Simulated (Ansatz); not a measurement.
## One structure, 3 elements: TiO2, ZrO2, HfO2

Plane-wave DFT in Ansatz with scalar-relativistic PAW potentials, cutoff 420 eV, Γ-centred meshes chosen by cell and gap, Gaussian smearing with energies taken to zero width. Every cell was relaxed (cell and atoms) in a run of its own, within the symmetry of its start. Functional: PBE.

All members share space group P4_2/nmc and the same sites; only the element on one set of sites changes (Ti, Zr, Hf). Members needn't be the stable form of their composition. Energies over the elements, where given, are against the elements' standard states in the same functional (H₂, N₂, O₂ and halogens uncorrected, Hg as a solid). The first member:

Space group P4_2/nmc:1 (No. 137). a = 3.389 Å, b = 3.389 Å, c = 5.339 Å, α = 90.00°, β = 90.00°, γ = 90.00°
| atom | site | symmetry | x | y | z |
| --- | --- | --- | --- | --- | --- |
| Ti | 2a | -4m2 | 0.0000 | 0.0000 | 0.0000 |
| O | 4d | 2mm. | 0.0000 | 0.5000 | 0.3431 |

```tsv
compound	V (Å³/atom)	a (Å)	c (Å)	gap on mesh (eV)	energy over elements (eV/atom)
TiO2	10.22	3.389	5.339	2.57	-2.911
HfO2	11.40	3.604	5.264	4.67	-3.407
```

Q: Predict the member with Zr.

A: V (Å³/atom) 11.54, a (Å) 3.621, c (Å) 5.282, gap on mesh (eV) 4.06, energy over elements (eV/atom) -3.384. Interpolating linearly in period between Ti and Hf would give 10.81 Å³/atom (6.4 % too small) and a gap of 3.62 eV, with -3.159 eV/atom over the elements. Over the whole series the volume has no steady trend down the group (least for Ti); the gap widens; binding against the elements strengthens. Hf is no larger than Zr here (11.40 against 11.54 Å³/atom), as one expects from the lanthanide contraction and relativistic shrinking of 6s.

Spin-orbit coupling is left out, which matters for the bands of heavy elements.